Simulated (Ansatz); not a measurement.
# GaN: the cell at several levels of theory

The task here is to estimate one member of a computed series from the others.

Program: Ansatz 0.2.0. PAW datasets, plane waves, zero pressure. The structure was generated, not taken from experiment, and needn't be the ground state; spin polarisation is off.

## The structure to begin with

This is the cell as the run starts from it, not yet at rest; its lengths are not the crystal's.

It is hexagonal, P6_3/mmc (No. 194); conventional cell a = 3.148 Å, c = 3.935 Å, 8.44 Å³ an atom. Around Ga lie 5 N at 1.82–1.97 Å; around N lie 5 Ga at 1.82–1.97 Å.

Structure file:

```
CELL_PARAMETERS angstrom
3.14828 0.00000 0.00000
-1.57414 2.72649 0.00000
0.00000 0.00000 3.93515
ATOMIC_POSITIONS crystal
Ga 0.33333 0.66667 0.25000
Ga 0.66667 0.33333 0.75000
N 0.66667 0.33333 0.25000
N 0.33333 0.66667 0.75000
```

Set-up of the first run:

input.yaml

```yaml
crystal:
  lattice:
    - [3.1482840262, 0.0, 0.0]
    - [-1.5741420131, 2.726493945, 0.0]
    - [0.0, 0.0, 3.9351459]
  atoms:
    - { symbol: Ga, position: [0.3333333333, 0.6666666667, 0.25] }
    - { symbol: Ga, position: [0.6666666667, 0.3333333333, 0.75] }
    - { symbol: "N", position: [0.6666666667, 0.3333333333, 0.25] }
    - { symbol: "N", position: [0.3333333333, 0.6666666667, 0.75] }
kpoints:
  mp_grid: { grid: [12, 12, 6] }
hamiltonian:
  xc: pbe
scf:
  occupations: { method: fermi_dirac, width: 0.02 }
relax:
  f_tol: 0.005
  cell: {}
```

The run is started by

```bash
$ ansatz run input.yaml --threads 2 --pin off --max-ram 2211MiB --backend cpu --events-out ev --progress --plain --runs-dir out
```

Among the steps run: Relaxation with PBE; Relaxation with r2SCAN; Relaxing with PBEsol; Relaxation with LDA; Relaxation with HSE06.

One table of the session follows, with a row left open; its other results are not shown here.

```
 level  a (Å)  c (Å)  volume (Å³/atom)
   PBE      ?      ?                 ?
r2SCAN  3.300  4.756            11.213
PBEsol  3.307  4.723            11.182
   LDA  3.276  4.680            10.874
 HSE06  3.300  4.745            11.190
```

**Question.** Estimate the row for PBE.

As computed: a (Å): 3.325; c (Å): 4.881; volume (Å³/atom): 11.683. In the column «a (Å)» it is the highest.

What this shows: The first relaxation changed the volume by +38.4 % from the start. LDA gives the smallest cell and PBE the largest; they differ by 7.4 % in volume, a mean of 2.4 % in length. The meshes differ: PBE 12×12×6, r2SCAN 12×12×6, PBEsol 12×12×6, LDA 12×12×6, HSE06 6×6×4.
